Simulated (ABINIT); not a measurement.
Set up this calculation in ABINIT 10.8.3 (patched build), as the native input.

| Quantity | Value |
| --- | --- |
| Task | band structure |
| Functional | BP86 |
| Potentials or basis | JTH PAW PBE v2.0 |
| Cutoff | 707 eV |
| k mesh | 10 × 10 × 10 |
| Occupations | fermi-dirac, width 0.05 eV |
| Spin | spin-orbit coupling, no magnetisation |
| Fine-grid cutoff | 1306.15 eV |
| Exchange and correlation inside the PAW spheres | full angular mesh (pawxcdev 0, this build's default; the released program takes 1) |

Crystal: HfN.

```
CELL_PARAMETERS angstrom
0.00000 2.25600 2.25600
2.25600 0.00000 2.25600
2.25600 2.25600 0.00000
ATOMIC_POSITIONS crystal
Hf 0.00000 0.00000 0.00000
N 0.50000 0.50000 0.50000
```

These files were run (other wordings do the same):

run.abi

```
# Datasets: ground state, then fixed potential
ndtset 2

# Pseudopotentials
pp_dirpath "./"
pseudos "Hf.GGA_PBE-JTH.xml, N.GGA_PBE-JTH.xml"

# Structure
acell 3*1.0
rprim
     0.0000000000     4.2632221372     4.2632221372
     4.2632221372     0.0000000000     4.2632221372
     4.2632221372     4.2632221372     0.0000000000
ntypat 2
znucl 72 7
natom 2
typat 1 2
xred
     0.0000000000     0.0000000000     0.0000000000
     0.5000000000     0.5000000000     0.5000000000

# Plane-wave basis
ecut 26.0
pawecutdg 48.0

# Exchange and correlation
ixc -106132

# Bands and occupations
occopt 3
tsmear 0.05 eV

# Spin
nspinor 2
nspden 1
pawspnorb 1

# SCF cycle
nstep 100

# Output
iomode 3
prtwf 0
prteig 0
prtebands 0
enunit 1
prtden1 1

# Dataset 1
kptopt1 4
ngkpt1 10 10 10
nshiftk1 1
shiftk1 0.0 0.0 0.0
nband1 26
tolvrs1 1.0e-9

# Dataset 2: bands along G-X-W-K-G-L-U-W-L-K
iscf2 -2
getden2 1
nband2 38
nbdbuf2 8
tolwfr2 1.0e-11
kptopt2 -9
ndivsm2 5
prteig2 1
kptbounds2
     0.0000000000     0.0000000000     0.0000000000
     0.5000000000     0.0000000000     0.5000000000
     0.5000000000     0.2500000000     0.7500000000
     0.3750000000     0.3750000000     0.7500000000
     0.0000000000     0.0000000000     0.0000000000
     0.5000000000     0.5000000000     0.5000000000
     0.6250000000     0.2500000000     0.6250000000
     0.5000000000     0.2500000000     0.7500000000
     0.5000000000     0.5000000000     0.5000000000
     0.3750000000     0.3750000000     0.7500000000
```

Potentials or basis: JTH PAW PBE v2.0.

Run with:

```bash
$ abinit run.abi > log 2>&1
```

It gave:

```yaml
Pressure: 5.7 GPa
Band_gap_on_the_k_mesh: none (metal or under the smearing width)
Valence_electrons_inside_the_program's_atomic_spheres: Hf 9.70; N 2.58
```

Caveat: the PAW data sets were made with another functional, which shifts forces and pressure a little.

Run time: 5.1 min on 1 thread of Arm Neoverse V1, with other jobs on the host, peak memory 0.21 GiB.
